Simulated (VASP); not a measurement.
Input of a VASP 6.6.1 run:

INCAR

```
SYSTEM = Al27H
PREC     = Accurate       ! precision mode
ENCUT    = 520            ! plane-wave cutoff, eV
EDIFF    = 1E-7           ! SCF threshold, eV
ISMEAR   = 0              ! smearing method
SIGMA    = 0.1            ! smearing width, eV
LREAL    = Auto         
LASPH    = .TRUE.         ! aspherical terms in the spheres
NELM     = 100            ! most SCF steps
ALGO     = Fast           ! electronic algorithm
ISIF     = 2              ! what is computed and relaxed
LWAVE    = .FALSE.        ! write WAVECAR
LCHARG   = .FALSE.        ! write CHGCAR
GGA      = PE             ! functional
NBANDS   = 61             ! bands
```

The input KPOINTS:

```
Automatic mesh
0
G
  3 3 3
  0 0 0
```

POSCAR

```
Al27H
1.0
   -6.0624313821     -6.0624313821      0.0000000000
   -6.0624313821      0.0000000000     -6.0624313821
    0.0000000000     -6.0624313821     -6.0624313821
Al H
27 1
Direct
    0.6659625892      0.6659627541      0.6674872250
    0.3314105964      0.6669835492      0.6687389505
    0.0110229701      0.6556415652      0.6593644939
    0.6669833018      0.3314124933      0.6687387031
    0.3333347419      0.3333321027      0.6677604652
   -0.0009882174      0.3308190846      0.6683165127
    0.6556465137      0.0110185165      0.6593727414
    0.3308206516     -0.0009891246      0.6683165952
    0.0005466454      0.0005468103      0.6657515353
    0.6668025987      0.6668037533      0.3347653560
    0.3358484198      0.6676567115      0.3314793807
   -0.0010651667      0.6677328360      0.3331248426
    0.6676572063      0.3358466054      0.3314807003
    0.3333339996      0.3333326800      0.3345374772
   -0.0007362558      0.3334390730      0.3338488096
    0.6677335783     -0.0010660739      0.3331275643
    0.3334400627     -0.0007380702      0.3338494694
    0.0007066472      0.0007069771      0.3327363021
    0.6661256426      0.6661246529      0.0001718782
    0.3332285139      0.6674025230     -0.0001144755
    0.0016656683      0.6650010113      0.0021659627
    0.6674039251      0.3332277716     -0.0001142281
    0.3333344945      0.3333326800      0.0005209956
   -0.0003168696      0.3352557533      0.0004659847
    0.6650002690      0.0016669055      0.0021681895
    0.3352554234     -0.0003171995      0.0004668094
   -0.0001385583     -0.0001374036      0.0017022873
    0.8333841130      0.8333514528      0.7774253765
```

Potentials or basis: VASP PAW PBE potentials, release 64 (Al, H).

The run is started by

```bash
$ cat potpaw_PBE.64/Al/POTCAR potpaw_PBE.64/H/POTCAR > POTCAR
$ mpirun -np 1 vasp_std > vasp.out
```

What does it give for the pressure?

0.9 GPa.

What does it give for the band gap on the k mesh?

None (metal or under the smearing width).

Stress tensor (GPa, compression positive):
```
 0.80  0.00  0.00
 0.00  0.91 -0.07
 0.00 -0.07  0.91
```
